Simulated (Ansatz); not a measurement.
## HgTe: equation of state with PBE

The system is HgTe.

```
CELL_PARAMETERS angstrom
0.00000 3.18000 3.18000
3.18000 0.00000 3.18000
3.18000 3.18000 0.00000
ATOMIC_POSITIONS crystal
Hg 0.00000 0.00000 0.00000
Te 0.50000 0.50000 0.50000
```

Measurements of this composition are mostly on another form, of space group No. 216.

| Quantity | Value |
| --- | --- |
| Program | Ansatz 0.2.0 |
| Task | equation of state |
| Functional | PBE |
| Potentials or basis | Ansatz PAW |
| Cutoff | 420 eV |
| Density cutoff | 1680 eV |
| k mesh | 7 × 7 × 7 |
| Occupations | fermi-dirac, width 0.05 eV |
| Spin | no spin polarisation |

```yaml
Equilibrium_volume: "28.91 Å³/atom (rough: see the caveat)"
Bulk_modulus: 47 GPa (rough)
```

Energy against volume, from the lowest point:
```
volume (Å³/atom)  energy (meV/atom)
          30.228               0.00
          30.871               8.93
          31.514              20.51
          32.157              34.43
          32.801              50.31
          33.444              67.87
          34.087              86.86
```

All runs of the series together: 3.1 s on 2 threads of AMD EPYC 9B45 (Zen 5), with other jobs on the host.

Caveat: the minimum lies outside the volumes run. Spin-orbit coupling is left out, which matters for the levels of Hg, Te.
